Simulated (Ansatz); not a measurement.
The system is Mg.

```
CELL_PARAMETERS angstrom
3.20930 0.00000 0.00000
-1.60465 2.77934 0.00000
0.00000 0.00000 5.21030
ATOMIC_POSITIONS crystal
Mg 0.66667 0.33333 0.75000
Mg 0.33333 0.66667 0.25000
```

```yaml
Program: Ansatz 0.2.0
Task: relaxation of cell and atoms
Functional: PBEsol
Potentials_or_basis: all-electron LAPW, scalar-relativistic
Basis_error_allowed: 0.001 eV/atom
k_mesh: 10 × 10 × 5
Occupations: fermi-dirac, width 0.05 eV
Spin: no spin polarisation
```

At the start: volume 23.24 Å³/atom.

Q: How do energy, volume and symmetry change on relaxing?

A: Over 6 steps the energy falls by 4.7 meV/atom and the volume is 22.56 Å³/atom (-2.9 %); space group P6_3/mmc (No. 194, to 0.05 Å).

The path:
| step | energy change (eV) | largest force (eV/Å) | volume (Å³) |
| --- | --- | --- | --- |
| 1 | 0.0000 | 0.0000 | 46.47 |
| 2 | -0.0073 | 0.0000 | 45.36 |
| 3 | -0.0075 | 0.0000 | 44.69 |
| 4 | -0.0093 | 0.0000 | 45.13 |
| 5 | -0.0093 | 0.0000 | 45.13 |
| 6 | -0.0093 | 0.0000 | 45.13 |

Final structure:
```cif
data_structure
_symmetry_space_group_name_H-M 'P 1'
_symmetry_Int_Tables_number 1
_cell_length_a 3.1475
_cell_length_b 3.1475
_cell_length_c 5.2599
_cell_angle_alpha 90.000
_cell_angle_beta 90.000
_cell_angle_gamma 120.000
_cell_volume 45.13
loop_
_atom_site_label
_atom_site_type_symbol
_atom_site_fract_x
_atom_site_fract_y
_atom_site_fract_z
_atom_site_occupancy
Mg1 Mg 0.66667 0.33333 0.75000 1
Mg2 Mg 0.33333 0.66667 0.25000 1
```
